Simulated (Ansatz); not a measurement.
# Ta$_{2}$N: do energies and stresses tell the same story?

Theory: Ansatz 0.2.0, DFT PBE, scalar-relativistic, plane waves, PAW.

Settings: cutoff 420 eV, Γ-centred mesh 18×18×10 on the computed 3-atom cell, Gaussian smearing of 0.10 eV; no spin polarisation.

Relaxed cell: P-3m1, a = 3.101 Å, b = 3.101 Å, c = 4.882 Å, α = 90.00°, β = 90.00°, γ = 120.00°, 3 atoms in the primitive cell. Whether it is the stable form of this composition wasn't checked.

Energies at zero smearing and pressures from the stress tensor, at volumes with shape and atoms relaxed:
```json
{"V (Å³/atom)": "12.740", "E − E(first) (meV/atom)": "0.00", "P (GPa)": "19.18"}
{"V (Å³/atom)": "13.147", "E − E(first) (meV/atom)": "-35.04", "P (GPa)": "8.79"}
{"V (Å³/atom)": "13.553", "E − E(first) (meV/atom)": "-45.78", "P (GPa)": "-0.01"}
{"V (Å³/atom)": "13.960", "E − E(first) (meV/atom)": "-36.06", "P (GPa)": "-7.41"}
{"V (Å³/atom)": "14.366", "E − E(first) (meV/atom)": "-9.17", "P (GPa)": "-13.62"}
```

Task: Check P = −dE/dV between neighbouring volumes, and get the bulk modulus from the pressures alone.

Result: With 1 eV/Å³ = 160.2 GPa:
| middle V (Å³/atom) | −ΔE/ΔV (GPa) | mean P (GPa) |
| --- | --- | --- |
| 12.943 | 13.809 | 13.982 |
| 13.350 | 4.229 | 4.390 |
| 13.756 | -3.830 | -3.709 |
| 14.163 | -10.594 | -10.512 |

The two differ by 0.17 GPa at most. The mean of two end pressures misses the average over a step by about ΔV² P″/12, up to 0.14 GPa here; with that taken off 0.04 GPa remains. The stress is the derivative of the free energy, not of the energy at zero smearing, and with free energies 0.00 GPa remains. Around V = 13.553 Å³/atom, the two neighbours give B = −V ΔP/ΔV = 13.553 × 16.20 / 0.813 = 270.0 GPa, against B0 = 267.9 GPa from the Birch–Murnaghan fit of the energies.

Spin–orbit coupling is left out, which can shift energies with elements as heavy as these. Spin polarisation was left out, and a magnetic state may lie lower.